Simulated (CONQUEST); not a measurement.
The system is Cl.

```
Cl
1.0
     4.50000    0.00000    0.00000
     0.00000    6.29000    0.00000
     0.00000    0.00000    8.21000
Cl
8
Direct
  0.37000 0.00000 0.40000
  0.87000 0.50000 0.40000
  0.13000 0.00000 0.90000
  0.63000 0.50000 0.90000
  0.13000 0.50000 0.60000
  0.63000 0.00000 0.60000
  0.37000 0.50000 0.10000
  0.87000 0.00000 0.10000
```

| Property | Result |
| --- | --- |
| Program | CONQUEST 1.3 |
| Task | single point |
| Functional | PBEsol |
| Potentials or basis | PseudoDojo NC PBEsol, DZP, grid cutoff 120 Ha |
| k mesh | 6 × 4 × 4 |
| Occupations | fermi-dirac, width 0.05 eV |
| Spin | no spin polarisation |

On this cell: pressure -0.8 GPa; largest force 0.426 eV/Å; band gap on the k mesh 2.42 eV.

The same run follows on a disturbed copy (atoms moved at random, drawn with an rms of 0.05 Å):

```
CELL_PARAMETERS angstrom
4.50000 0.00000 0.00000
0.00000 6.29000 0.00000
0.00000 0.00000 8.21000
ATOMIC_POSITIONS crystal
Cl 0.37895 0.00783 0.40016
Cl 0.87895 0.50783 0.40016
Cl 0.11983 0.00151 0.90159
Cl 0.61983 0.50151 0.90159
Cl 0.12958 0.49717 0.60135
Cl 0.62958 0.99717 0.60135
Cl 0.36645 0.50174 0.09859
Cl 0.86645 0.00174 0.09859
```

Problem. What changes?

Solution. The energy moves by +8.2 meV/atom; pressure 0.1 GPa; largest force 1.135 eV/Å; band gap on the k mesh 2.55 eV.

Forces on the atoms (eV/Å):
```
Cl  -0.318 -0.014 -0.605
Cl  -0.318 -0.014 -0.605
Cl   0.560 -0.007 -0.987
Cl   0.560 -0.007 -0.987
Cl   0.323  0.011  0.602
Cl   0.323  0.011  0.602
Cl  -0.565  0.012  0.984
Cl  -0.565  0.012  0.984
```

Stress tensor (GPa, compression positive):
```
-0.07 -0.01 -0.59
-0.01 -0.85 -0.02
-0.59 -0.02  1.29
```

Caveats: the box holds several primitive cells, so bands are folded and the points are those of the box's own zone; the basis of atomic orbitals isn't converged, which shifts pressures, moduli and gaps; this functional lacks dispersion, which binds the layers, so the pressure and a relaxed spacing across them are unreliable (some runs).

A k mesh can miss the band edges.
